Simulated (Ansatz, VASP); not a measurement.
# TiB2 in VASP and in Ansatz

Contents of INCAR:

```
SYSTEM = TiB2
  PREC = Accurate
  ENCUT = 520
  EDIFF = 1E-6
  ISMEAR = -1
  SIGMA = 0.03
  LREAL = .False.
  LASPH = .True.
  NELM = 100
  ALGO = Normal
  ISIF = 2
  LWAVE = .False.
  LCHARG = .False.
  GGA = PS
  NBANDS = 16
```

KPOINTS

```
regular mesh
0
Gamma
  12 12 10
  0 0 0
```

The input POSCAR:

```
TiB2
1.0
    3.0259273119      0.0000000000      0.0000000000
   -1.5129636559      2.6205299221      0.0000000000
    0.0000000000      0.0000000000      3.2287677100
Ti B
1 2
Direct
    0.0000000000      0.0000000000      0.0000000000
    0.3333333333      0.6666666667      0.5000000000
    0.6666666667      0.3333333333      0.5000000000
```

Input for Ansatz:

```yaml
crystal:
  lattice:
    - [3.0259273119, 0.0, 0.0]
    - [-1.5129636559, 2.6205299221, 0.0]
    - [0.0, 0.0, 3.22876771]
  atoms:
    - { symbol: Ti, position: [0.0, 0.0, 0.0] }
    - { symbol: B, position: [0.3333333333, 0.6666666667, 0.5] }
    - { symbol: B, position: [0.6666666667, 0.3333333333, 0.5] }
kpoints:
  mp_grid: { grid: [12, 12, 10] }
  band_path:
    path:
      - [0.0, 0.0, 0.0]
      - [0.5, 0.0, 0.0]
      - [0.3333333333, 0.3333333333, 0.0]
      - [0.0, 0.0, 0.0]
      - [0.0, 0.0, 0.5]
      - [0.5, 0.0, 0.5]
      - [0.3333333333, 0.3333333333, 0.5]
      - [0.0, 0.0, 0.5]
      - [0.5, 0.0, 0.5]
    npoints: 14
scf:
  occupations: { method: fermi_dirac, width: 0.03 }
hamiltonian:
  xc: pbesol
  pseudopotentials: { kind: all_electron, lapw: { basis_error: 0.001 } }
output:
  forces: true
  stress: true
  eigenvalues: true
  fatbands: true
  populations: true
  dos: { projected: true, de: 0.2, e_range: [-14, 8] }
```

The cell is a database's computed one.

Alike in both runs: task single point; functional PBEsol; k mesh 12 × 12 × 10; occupations fermi-dirac, width 0.03 eV; no spin polarisation.

|  | VASP | Ansatz |
| --- | --- | --- |
| version | VASP 6.6.1 | Ansatz 0.2.0 |
| potentials or method | VASP PAW PBE potentials, release 64 (Ti_sv, B) | all-electron LAPW, scalar-relativistic |
| plane-wave cutoff (eV) | 520 | see its input |

|  | VASP | Ansatz | Ansatz less VASP |
| --- | --- | --- | --- |
| pressure (GPa) | -4.2 | -4.6 | -0.45 |
| largest component of the traceless stress (GPa) | 2.23 | 2.12 | -0.109 |

Ansatz ran all-electron here, so the differences hold the error of VASP's frozen core and of both bases.

Caveats: the PAW data sets were made with another functional, which shifts forces and pressure a little (VASP).
